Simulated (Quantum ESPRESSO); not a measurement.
Crystal: Ge.

```xyz
2
Lattice="1.4881 -2.5947 0.0000 1.4881 2.5947 0.0000 0.0000 0.0000 4.7276" Properties=species:S:1:pos:R:3 pbc="T T T"
Ge    1.4881    0.8643    1.1819
Ge    1.4881   -0.8643    3.5457
```

This isn't the form of Ge at room conditions, which is diamond.

- Program: Quantum ESPRESSO 7.5
- Task: Wannier functions
- Functional: PBEsol
- Potentials or basis: GBRV 1.5 PBEsol
- Cutoff: 612 eV
- Density cutoff: 4898 eV
- k mesh: 8 × 8 × 5
- Occupations: fermi-dirac, width 0.05 eV
- Spin: no spin polarisation
- Mixing beta: 0.5
- Most SCF iterations: 120
- SCF threshold: 4e-10 Ry
- k mesh for the Wannier functions: 6 × 6 × 4

Start: SCDM with an erfc weight, μ = 2.0 eV over the reference level, σ = 2.0 eV, one function for each orbital of the shells Ge sp; the lowest 10 bands are left out. The reference level is the Fermi level, or the middle of the gap.

**Question.** With SCDM with an erfc weight, how many functions result, how localised are they, and how well do they interpolate the bands?

**Answer.** 8 functions with spreads from 2.06 to 2.21 Å², 16.9 Å² in all; they miss the direct bands by 45 meV (root mean square).

Wannier functions:
| function | nearest atom | distance (Å) | spread (Å²) | on-site energy from the reference level (eV) |
| --- | --- | --- | --- | --- |
| 1 | 1 Ge | 0.60 | 2.14 | -0.88 |
| 2 | 2 Ge | 0.60 | 2.21 | -0.74 |
| 3 | 1 Ge | 0.60 | 2.20 | -0.77 |
| 4 | 2 Ge | 0.60 | 2.13 | -0.90 |
| 5 | 2 Ge | 0.61 | 2.06 | -0.68 |
| 6 | 1 Ge | 0.61 | 2.06 | -0.67 |
| 7 | 1 Ge | 0.60 | 2.06 | -0.68 |
| 8 | 2 Ge | 0.61 | 2.06 | -0.69 |

Parts of the spread (Å²): invariant 13.05, diagonal 0.095, off-diagonal 3.76, total 16.91. Against the direct bands the interpolation misses by 45 meV (root mean square) and 165 meV at most, for states up to 1 eV over the reference level.
